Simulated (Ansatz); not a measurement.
**TiC under changes of volume**

One of the cells (10.158 Å³/atom); the others are scaled copies at fixed shape and fractional positions:

```
Ti C
1.0
     0.00000    2.16572    2.16572
     2.16572    0.00000    2.16572
     2.16572    2.16572    0.00000
Ti C
1 1
Cartesian
  0.0000 0.0000 0.0000
  2.1657 2.1657 2.1657
```

The cell is a database's computed one.

| Item | Value |
| --- | --- |
| Program | Ansatz 0.2.0 |
| Functional | revPBE |
| Dispersion | D3(BJ) |
| Potentials or basis | Ansatz PAW |
| Cutoff | 420 eV (not typed: the program's choice for these potentials) |
| k mesh | 11 × 11 × 11 |
| Occupations | fermi-dirac, width 0.05 eV |
| Spin | no spin polarisation |

```csv
volume (Å³/atom),energy over the lowest point (meV/atom),pressure (GPa)
9.548,3.15,5.5
9.752,0.00,-0.4
9.955,3.97,-5.7
10.158,14.34,-10.5
10.361,30.41,-14.8
10.564,?,?
10.767,77.65,-22.2
```

What does the run at 10.564 Å³/atom give?

Energy over the lowest point 51.71 meV/atom; pressure -18.7 GPa.

Worked out: A Birch-Murnaghan fit of order 3 (a polynomial in V^(-2/3)) to the other rows has its minimum at 9.74 Å³/atom with B0 = V·E''(V) = 270 GPa and B' = 4.0. It gives 51.70 meV/atom at 10.564 Å³/atom, against the run's 51.71, and -dE/dV = -18.7 GPa, against -18.7.

Energies are extrapolated to zero smearing.

Caveats: pairwise dispersion overbinds metals, which lowers pressure and volume; the PAW data sets come from PBE, with cores solved anew for the run's functional, which leaves a small shift of forces and pressure.
